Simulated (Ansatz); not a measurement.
# MgO (Fm-3m) in Ansatz: notebook

Aim: see how the results for MgO move with the level of theory and the settings. Levels: PBE, r2SCAN0, r2SCANh. Tasks: Born charges and dielectric tensor, band structure.

Program: Ansatz 0.2.0. These are calculated values, not measurements. Logs are shortened: lines on timing, memory, paths and dates and some standing lists are left out, and cuts for length are marked.

**Experimental background.**

From “Electronic structure of alkaline earth and post-transition metal oxides”, 2009, arxiv:0908.1581, for a bulk crystal of MgO: band gap 7.83 eV.

“Infrared Optical Properties of Ferropericlase (Mg1-xFexO): Experiment and Theory”, 2007, arxiv:0704.2267 reports, for a bulk crystal of MgO at 295 K: high-frequency dielectric constant 2.95 ± 0.1.

The runs below are set against these values where they give the same quantity.

## 1. The structure

The structure is cubic, space group Fm-3m (No. 225). The conventional cell has a = 4.194 Å, b = 4.194 Å, c = 4.194 Å, α = 90.00°, β = 90.00°, γ = 90.00°. Around Mg (site symmetry m-3m) lie 6 O at 2.10 Å. O (site symmetry m-3m) is surrounded by 6 Mg at 2.10 Å.

The cell is a database's computed one.

## 2. Born charges and dielectric tensor, PBE

The input, input.yaml:

```yaml
crystal:
  lattice:
    - [0.0, 2.0970013927, 2.0970013927]
    - [2.0970013927, 0.0, 2.0970013927]
    - [2.0970013927, 2.0970013927, 0.0]
  atoms:
    - { symbol: Mg, position: [0.0, 0.0, 0.0] }
    - { symbol: O, position: [0.5, 0.5, 0.5] }
hamiltonian:
  xc: pbe
  pseudopotentials: { kind: paw }
kpoints:
  mp_grid: { grid: [11, 11, 11] }
scf:
  occupations: { method: fixed }
output:
  eigenvalues: true
dielectric:
  method: response
```

Potentials or basis: Ansatz PAW.

The run is started by

```
> ansatz run input.yaml --threads 2 --pin off --max-ram 5632MiB --backend cpu --events-out ev --progress --plain --runs-dir out
```

Standard output:

```text
Warning: RAYON_NUM_THREADS=2 ignored (pool sized by the plan → 2); use --threads N
Engine: ansatz 0.2.0, aarch64-unknown-linux-gnu
Pseudopotentials: kind: paw
Pseudopotential: Mg, paw, valence charge 10, recommended cutoff 420 eV (normal), Mg.paw.azcp
Pseudopotential: O, paw, valence charge 6, recommended cutoff 420 eV (normal), O.paw.azcp
Functional definition: PBE
  parameter kappa = 0.804
  parameter beta = 0.06672455060314922
  exchange = pbe_x(kappa = kappa, mu = beta*pi^2/3)
  correlation = pbe_c(beta = beta)
Crystal: 2 atoms, lattice volume = 18.443 Å³
Basis set: ecut = 420 eV, 339 PW (Γ), exchange–correlation on 40×40×40 points (8 copies of the dense FFT grid, shifted against one another)
Bands: 12, of which v1, the nominal top of the filled ones, is band 8 counted from 1 (7 counted from 0)
Symmetry: 48 space group operations
k-points: 126 of 1331 (irreducible under 8 space group operations, time reversal used)
Non-local potential: Mg, projectors of the file, l = 0: 3, l = 1: 2, l = 2: 1
Non-local potential: O, projectors of the file, l = 0: 2, l = 1: 2, l = 2: 1
PAW form: soft (Blöchl's): semilocal exchange-correlation on the pseudo side does not see the compensation charge
PAW one-centre angular grid: Mg, 110 points (default); XC on 64 Gauss nodes
PAW one-centre angular grid: O, 110 points (default); XC on 64 Gauss nodes
Initial density: superposition of atomic densities (neutral atoms: chi_scale 0, normalization atom), corrected by the library's trained network
Initial wavefunctions: pseudopotential atomic-orbital guess
Functional: x = pbe(κ = 0.804, μ = 0.2195149727645171), c = pbe(β = 0.06672455060314922)
SCF iter   1: F=—  HF=-2494.122292 eV  |F-HF|=—  |Δ(HF+E_count)|=         —  Δρ=5.89e-4  dr2=1.01e-5  ethr=1.77e-3  ⟨swp⟩=4.6  Hψ=7899  notcnv=0  defer=211
preconditioner: auto → none  [insulator: Δε(μ)=4.867 eV  Ē_g=18.689 eV  n_scr=8 (ndim 8)  ℏωp=24.5 eV  f_vac=0.000  ε∞_Penn≈2.7]
SCF iter   2: F=—  HF=-2494.122351 eV  |F-HF|=—  |Δ(HF+E_count)|=   5.91e-5  Δρ=3.46e-4  dr2=6.29e-6  ethr=6.30e-8  ⟨swp⟩=3.3  Hψ=4465  notcnv=0  defer=250
SCF iter   3: F=—  HF=-2494.122378 eV  |F-HF|=—  |Δ(HF+E_count)|=   2.67e-5  Δρ=1.71e-4  dr2=9.89e-7  ethr=3.93e-8  ⟨swp⟩=2.1  Hψ=2319  notcnv=0  defer=187
SCF iter   4: F=—  HF=-2494.122390 eV  |F-HF|=—  |Δ(HF+E_count)|=   1.19e-5  Δρ=6.23e-5  dr2=3.68e-7  ethr=6.18e-9  ⟨swp⟩=2.0  Hψ=2314  notcnv=0  defer=65
SCF iter   5: F=—  HF=-2494.122391 eV  |F-HF|=—  |Δ(HF+E_count)|=   1.04e-6  Δρ=1.83e-5  dr2=2.89e-8  ethr=2.30e-9  ⟨swp⟩=2.0  Hψ=2016  notcnv=0  defer=72
SCF iter   6: F=—  HF=-2494.122391 eV  |F-HF|=—  |Δ(HF+E_count)|=   1.50e-8  Δρ=1.28e-6  dr2=1.21e-10  ethr=1.81e-10  ⟨swp⟩=2.0  Hψ=2520  notcnv=0  defer=73
SCF iter   7: F=-2494.122391 eV  HF=-2494.122391 eV  |F-HF|=1.05e-11  |Δ(HF+E_count)|=  1.06e-10  Δρ=3.48e-7  dr2=9.49e-12  ethr=1.00e-12  ⟨swp⟩=4.9  Hψ=4975  notcnv=0
SCF 1 converged in 7 iterations: F = -2494.122391 eV  dr2 = 9.49e-12
NSCF: frozen V_eff on 5 k-points
DFPT response loops at Γ: preconditioner auto → none (the input reference at scf.mixing.eps_inf says where Resta's filter doesn't serve); β = 0.50; Broyden in place of MSR1
SCF converged after 7 iterations
Free energy (F): -2494.122391 eV
Harris-Foulkes:  -2494.122391 eV  (|F-HF|=1.05e-11)
Internal energy: -2494.122391 eV  (E = F + TS)
E sigma→0 (E₀):  -2494.122391 eV
Fermi energy:    8.296073 eV
--- Per-component energies (eV) ---
  E_band       = -289.823803
  E_kinetic    = 256.228048
  E_local      = -1594.290433  (includes V_loc(G=0)·N_el)
  E_nonlocal   = 142.843325
  E_hartree    = 551.485189
  E_xc         = -105.411168
  E_vxc        = -135.097047  (∫ρ·V_xc dr)
  E_paw        = -450.061215  (= ΣΔE_a)
  E_vpaw       = -62.480697  (= ΣTr[D̂ρ^β])
  E_aug_tail   = 0.002518  (compensation charges beyond the density's cutoff)
  E_ewald      = -1294.918655
  E_smearing   = -0.000000  (= −TS)
  E_closure    = -0.000000  (closes the sum)
  Σ components = -2494.122391   (vs F -2494.122391, Δ=0.00e0)
--- Band table (eV; the first three rows and the last of 126) ---
  k-point 0: bands = ["-63.9554", "-30.6747", "-30.6747", "-30.6747", "-9.0220", "8.2961", "8.2961", "8.2961", "13.1654", "24.1918", "24.1918", "24.1918"]
  k-point 1: bands = ["-63.9547", "-30.6820", "-30.6754", "-30.6754", "-8.9293", "7.7457", "8.2390", "8.2390", "13.6951", "23.0919", "24.3956", "24.3956"]
  k-point 2: bands = ["-63.9527", "-30.7016", "-30.6773", "-30.6773", "-8.6707", "6.5696", "8.0896", "8.0896", "14.7693", "21.6442", "24.8524", "24.8524"]
  k-point 125: bands = ["-63.9432", "-30.7308", "-30.7274", "-30.7045", "-7.3919", "5.1788", "5.3886", "6.6519", "19.6291", "20.3185", "20.6406", "24.2964"]
--- Dielectric response (ions clamped): 1 representative field direction + reference, on 126 of 1331 k-points (Σ response iterations 6) ---
  k mesh reduced under 8 symmetry operations, with k and −k counted as one. Each operation leaves every solved perturbation unchanged. A smaller set is not considered because the run solves the response to a homogeneous field
  ε∞ (high-frequency dielectric tensor):
        3.189251    -0.000000     0.000000
        0.000000     3.189251    -0.000000
        0.000000    -0.000000     3.189251
  Born effective charges Z* (e; rows j = field, columns β = displacement):
    site 0:
         1.98018    0.00000    0.00000
         0.00000    1.98018    0.00000
         0.00000   -0.00000    1.98018
    site 1:
        -1.98018   -0.00000   -0.00000
         0.00000   -1.98018   -0.00000
         0.00000    0.00000   -1.98018
  Z* charge neutrality: 2.340e-5 e pre-enforcement
  k-mesh period / interband length: 32.6 Å / 1.41 Å = 23.08 at k = (0.0000, 0.0000, 0.0000), direct gap 4.869 eV — 14 or more, which is no proof of convergence
```

It took 4.4 s on 2 threads of Arm Neoverse V1, shared host; peak memory 0.32 GiB.

Results:

- Free energy: -2494.1224 eV
- Band gap on the k mesh: 4.87 eV, direct
- Electronic dielectric tensor (diagonal): 3.19
- Born charges (mean of the diagonal): Mg +1.98; O -1.98 e

Levels at points of the mesh, in eV from the valence-band top:
```
           k point  band 6  band 7  band 8  band 9  band 10  band 11
(0.00, 0.00, 0.00)    0.00    0.00    0.00    4.87    15.90    15.90
```

Electronic dielectric tensor:
```
3.19 0.00 0.00
0.00 3.19 0.00
0.00 0.00 3.19
```

Born effective charge tensors (e):
atom 1, Mg
```
1.98 0.00 0.00
0.00 1.98 0.00
0.00 0.00 1.98
```
atom 2, O
```
-1.98  0.00  0.00
 0.00 -1.98  0.00
 0.00  0.00 -1.98
```

Caveat: odd divisions of the mesh miss points on the zone boundary, where band edges often lie, so the gap on the mesh can be too wide.

## 3. Band structure, r2SCAN0

The input, input.yaml:

```yaml
crystal:
  lattice:
    - [0.0, 2.0970013927, 2.0970013927]
    - [2.0970013927, 0.0, 2.0970013927]
    - [2.0970013927, 2.0970013927, 0.0]
  atoms:
    - { symbol: Mg, position: [0.0, 0.0, 0.0] }
    - { symbol: O, position: [0.5, 0.5, 0.5] }
hamiltonian:
  xc: r2scan0
  pseudopotentials: { kind: paw }
kpoints:
  mp_grid: { grid: [6, 6, 6] }
  band_path:
    path:
      - [[0.0, 0.0, 0.0], [0.5, 0.0, 0.5], [0.5, 0.25, 0.75], [0.375, 0.375, 0.75], [0.0, 0.0, 0.0], [0.5, 0.5, 0.5], [0.625, 0.25, 0.625], [0.5, 0.25, 0.75], [0.5, 0.5, 0.5], [0.375, 0.375, 0.75]]
      - [[0.625, 0.25, 0.625], [0.5, 0.0, 0.5]]
    npoints: 4
scf:
  occupations: { method: fermi_dirac, width: 0.05 }
  n_extra_bands: 6
output:
  forces: true
  stress: true
  eigenvalues: true
  fatbands: false
  write_density: true
  write_potential: true
  elf: true
  volumetric_format: npy
```

Potentials or basis: Ansatz PAW.

The run is started by

```
> ansatz run input.yaml --threads 2 --pin off --max-ram 5632MiB --backend cpu --events-out ev --progress --plain --runs-dir out
```

Run time: 56 s. Hardware: 2 threads of Arm Neoverse V2, shared host; peak memory 0.67 GiB.

The run converged. Its results:

- Free energy: -2497.7743 eV
- Pressure: -2.3 GPa
- Band gap on the k mesh: 7.96 eV, direct
- Band gap along the path: 7.96 eV, direct

Levels at the corners of the path, in eV from the valence-band top:
```csv
point,band 6,band 7,band 8,band 9,band 10,band 11
Γ,0.00,0.00,0.00,7.96,19.31,19.31
X,-4.44,-1.50,-1.50,12.25,13.61,17.09
W,-3.21,-3.21,-1.93,15.23,15.23,16.04
K,-3.80,-2.93,-1.28,13.42,15.59,16.34
Γ,0.00,0.00,0.00,7.96,19.31,19.31
L,-4.99,-0.75,-0.75,11.15,16.62,20.07
U,-3.80,-2.93,-1.28,13.42,15.59,16.34
W,-3.21,-3.21,-1.93,15.23,15.23,16.04
L,-4.99,-0.75,-0.75,11.15,16.62,20.07
K,-3.80,-2.93,-1.28,13.42,15.59,16.34
U,-3.80,-2.93,-1.28,13.42,15.59,16.34
X,-4.44,-1.50,-1.50,12.25,13.61,17.09
```

Caveat: the k mesh is coarse (spacing up to 0.43 Å⁻¹), so the values aren't converged, least of all with exact exchange; the PAW data sets come from PBE, with cores solved anew for the run's functional, which leaves a small shift of forces and pressure; the thresholds are loose for stress.

## 4. Band structure, r2SCANh

Edit input.yaml of step 3 so:

```diff
@@ -9,3 +9,3 @@
 hamiltonian:
-  xc: r2scan0
+  xc: r2scanh
   pseudopotentials: { kind: paw }
@@ -26,5 +26 @@
   fatbands: false
-  write_density: true
-  write_potential: true
-  elf: true
-  volumetric_format: npy
```

Potentials or basis: Ansatz PAW.

The run is started by

```
> ansatz run input.yaml --threads 2 --pin off --max-ram 5632MiB --backend cpu --events-out ev --progress --plain --runs-dir out
```

Standard output:

```text
Warning: output.stress: scf.convergence.dr2_threshold = 1e-7 eV (the SCF's general default) is looser than the 2e-10 eV advised for a printed stress (1e-10 eV for each atom of the cell: 2). What an SCF threshold leaves in a stress goes as its square root, and in the free energy as the threshold itself, and one threshold admits the most on a small cell: of the crystals measured, under no hybrid functional and no lock of the moments, on runs that ended without the residual-converged pass, on stresses that held no estimate of that error, the worst erred by over 100 MPa in a component at 1e-7 eV an atom and by under 5 at 1e-10. Set scf.convergence.dr2_threshold to 2e-10 eV or tighter. The threshold is an SCF's pass mark: one that does not reach it within its budget of iterations ends unconverged, or closes short of it on a stop that the run arms, and scf.convergence.dr2_threshold's page says what that costs each kind of run
Warning: output.stress: scf.exx.energy_threshold = 1e-6 eV is looser than the 2e-8 eV advised for a stress under a hybrid functional (1e-8 eV for each atom of the cell: 2). Every SCF of the exchange loop can meet its threshold on dr2 while the loop round them stops early: no threshold on dr2 bounds what that leaves in the stress. Set scf.exx.energy_threshold to 2e-8 eV or tighter. The threshold is the loop's pass mark: a loop that does not reach it within its budget of cycles ends unconverged, and scf.exx.energy_threshold's page has the law
Warning: RAYON_NUM_THREADS=2 ignored (pool sized by the plan → 2); use --threads N
scf.n_extra_bands = 6 over 8 filled bands (N_el = 16.0): the run solves 14 bands
[... 2 set-up lines as earlier in the session ...]
Pseudopotential: Mg, paw, valence charge 10, recommended cutoff 500 eV (meta_gga), Mg.paw.azcp
Pseudopotential: O, paw, valence charge 6, recommended cutoff 500 eV (meta_gga), O.paw.azcp
Functional definition: r2SCANh
  parameter a = 0.1
  parameter k0 = 0.174
  parameter k1 = 0.065
  parameter a1 = 4.9479
  exchange = (1 - a)*r2scan_x(k0 = k0, k1 = k1, a1 = a1) + a*exact_x
  correlation = r2scan_c
Crystal: 2 atoms, lattice volume = 18.443 Å³
Basis set: ecut = 500 eV, 459 PW (Γ), exchange–correlation on 96×96×96 points (64 copies of the dense FFT grid, shifted against one another)
Bands: 14, of which v1, the nominal top of the filled ones, is band 8 counted from 1 (7 counted from 0)
[... 1 set-up line as earlier in the session ...]
Space group: Fm-3m (ITA 225), of the structure as read, at distance tolerance 2.6e-5 Å
k-points: 16 of 216
[... 3 set-up lines as earlier in the session ...]
PAW frozen core: Mg, regenerated for the run's functional, and the local potential with it (the file was generated under x = pbe(κ = 0.804, μ = 0.2195149727645171), c = pbe(β = 0.06672455060314922))
PAW frozen core: O, regenerated for the run's functional, and the local potential with it (the file was generated under x = pbe(κ = 0.804, μ = 0.2195149727645171), c = pbe(β = 0.06672455060314922))
PAW one-centre angular grid: Mg, 302 points (default); XC on 224 Gauss nodes
PAW one-centre angular grid: O, 302 points (default); XC on 160 Gauss nodes
[... 2 set-up lines as earlier in the session ...]
Functional: x = r2scan, c = r2scan; τ floored in thin density (d = 2e-4 eV/Å³), warm-up for x = 0.9 r2scan + 0.1 exact, c = r2scan; τ floored in thin density (d = 2e-4 eV/Å³)
[... 26 lines left out ...]
NSCF: frozen V_eff on 42 k-points
hybrid SCF converged: 2 outer / 8 inner (+2 warm-up), last move |dexx| = 1.44e-9 eV, tail = 2.77e-9 eV
Stability not checked: this state was not tested for a lower state beside it, because the functional holds exact exchange (a hybrid, or Hartree-Fock), whose exchange loop this test does not read (fock_operator; see scf.lower_state_search)
Free energy (F): -2498.106494 eV
Frozen-core exchange: fock
Harris-Foulkes:  -2498.106494 eV  (|F-HF|=3.91e-11)
Internal energy: -2498.106494 eV  (E = F + TS)
E sigma→0 (E₀):  -2498.106494 eV
Fermi energy:    10.621885 eV
--- Per-component energies (eV) ---
  E_band       = -328.861983
  E_kinetic    = 257.257243
  E_local      = -1596.753995  (includes V_loc(G=0)·N_el)
  E_nonlocal   = 142.007640
  E_hartree    = 553.482162
  E_xc         = -94.014119
  E_vxc        = -134.818245  (∫ρ·V_xc dr)
  E_exx        = -31.343906  (= α·E_x^exact, valence–valence)
  E_paw        = -433.748000  (= ΣΔE_a)
  E_vpaw       = -49.101841  (= ΣTr[D̂ρ^β])
  E_aug_tail   = 0.001061  (compensation charges beyond the density's cutoff)
  E_vtau       = 8.270296  (kinetic-family band-sum trace: ∫τ·v_τ [+ j·A + Jᵃ·Aᵃ] dr)
  E_ewald      = -1294.918655
  E_core_change = -0.075925  (= ΣΔE_core)
  E_smearing   = -0.000000  (= −TS)
  E_closure    = -0.000001  (closes the sum)
  Σ components = -2498.106494   (vs F -2498.106494, Δ=0.00e0)
--- Forces (eV/Å), atoms counted from 1 ---
  atom   1  Mg     0.00000000    -0.00000000    -0.00000000
  atom   2  O      0.00000000    -0.00000000     0.00000000
  max |Σ_I F_I| component: 2.84e-29 eV/Å
--- Stress (GPa, compression-positive) ---
       -0.182264      -0.000000       0.000000
       -0.000000      -0.182264      -0.000000
       -0.000000       0.000000      -0.182264
  P = ⅓ Tr σ = -0.1823 GPa (-1.823 kbar)
--- Band table (eV; the first three rows and the last of 16) ---
  k-point 0: bands = ["-69.0237", "-33.5775", "-33.5775", "-33.5775", "-11.4923", "7.2752", "7.2752", "7.2752", "13.9078", "25.1338", "25.1338", "25.1338", "29.2511", "31.1002"]
  k-point 1: bands = ["-69.0215", "-33.6004", "-33.5796", "-33.5796", "-11.1909", "5.7570", "7.0853", "7.0853", "15.3449", "22.8018", "25.7690", "25.7690", "29.9012", "29.9012"]
  k-point 2: bands = ["-69.0172", "-33.6458", "-33.5836", "-33.5836", "-10.5197", "3.4805", "6.7302", "6.7302", "16.8914", "21.8281", "26.1112", "26.1112", "30.6356", "30.6356"]
  k-point 15: bands = ["-69.0121", "-33.6411", "-33.6184", "-33.6088", "-9.8698", "3.5698", "4.9341", "5.5259", "19.7799", "21.0037", "22.0249", "26.2506", "30.1268", "34.4961"]
```

Wall time 57 s (2 threads of Arm Neoverse V2, shared host); peak memory 0.66 GiB.

What came out:

```
Free energy             : -2498.1065 eV
Pressure                : -0.2 GPa
Band gap on the k mesh  : 6.63 eV, direct
Band gap along the path : 6.63 eV, direct
```

Levels at the corners of the path, in eV from the valence-band top:
```csv
point,band 4,band 5,band 6,band 7,band 8,band 9,band 10,band 11,band 12,band 13
Γ,-40.85,-18.77,0.00,0.00,0.00,6.63,17.86,17.86,17.86,21.98
X,-40.88,-17.20,-4.25,-1.43,-1.43,10.93,12.20,15.50,21.71,21.71
W,-40.88,-17.13,-3.08,-3.08,-1.85,13.77,13.77,14.55,17.89,24.55
K,-40.87,-17.16,-3.64,-2.82,-1.22,12.05,14.11,14.81,20.72,20.75
Γ,-40.85,-18.77,0.00,0.00,0.00,6.63,17.86,17.86,17.86,21.98
L,-40.86,-17.41,-4.80,-0.71,-0.71,9.80,15.03,18.60,18.60,23.55
U,-40.87,-17.16,-3.64,-2.82,-1.22,12.05,14.11,14.81,20.72,20.75
W,-40.88,-17.13,-3.08,-3.08,-1.85,13.77,13.77,14.55,17.89,24.55
L,-40.86,-17.41,-4.80,-0.71,-0.71,9.80,15.03,18.60,18.60,23.55
K,-40.87,-17.16,-3.64,-2.82,-1.22,12.05,14.11,14.81,20.72,20.75
U,-40.87,-17.16,-3.64,-2.82,-1.22,12.05,14.11,14.81,20.72,20.75
X,-40.88,-17.20,-4.25,-1.43,-1.43,10.93,12.20,15.50,21.71,21.71
```

Caveat: the k mesh is coarse (spacing up to 0.43 Å⁻¹), so the values aren't converged, least of all with exact exchange; the PAW data sets come from PBE, with cores solved anew for the run's functional, which leaves a small shift of forces and pressure; the thresholds are loose for stress.

## 5. Summary

```csv
task,level,k mesh,cutoff (eV),smearing,points for each segment of the path,mesh quality,gap on the mesh (eV),pressure (GPa)
Born charges and dielectric tensor,PBE,11 × 11 × 11,420,fixed,-,not flagged,4.87,-
band structure,r2SCAN0,6 × 6 × 6,500,fermi-dirac 0.05 eV,4,coarse,7.96,-2.3
band structure,r2SCANh,6 × 6 × 6,500,fermi-dirac 0.05 eV,4,coarse,6.63,-0.2
```

Alike in all rows: potentials or basis Ansatz PAW; no spin polarisation; cell as given.

Caveats: some runs use coarse meshes; the PAW data sets come from PBE, with cores solved anew for the run's functional, which leaves a small shift of forces and pressure (some runs); the thresholds are loose for stress (some runs); odd divisions of the mesh miss points on the zone boundary, where band edges often lie, so the gap on the mesh can be too wide (some runs).

Absolute energies hang on the potentials; compare differences alone.

## 6. Comparison with measurements

Step 2. Measured gap of MgO: 7.83 eV (quoted in “Electronic structure of alkaline earth and post-transition metal oxides”, 2009, arxiv:0908.1581). This calculation gives 4.87 eV (-2.96 eV). The value is that of PBE, without temperature or zero-point motion. Semilocal functionals fall short of measured gaps as a rule. The cell is a database's relaxed one, not the measured one, which moves gaps too. A measured high-frequency dielectric constant of MgO is 2.95 (295 K; “Infrared Optical Properties of Ferropericlase (Mg1-xFexO): Experiment and Theory”, 2007, arxiv:0704.2267); the calculated 3.19 misses it by +8.1 %.
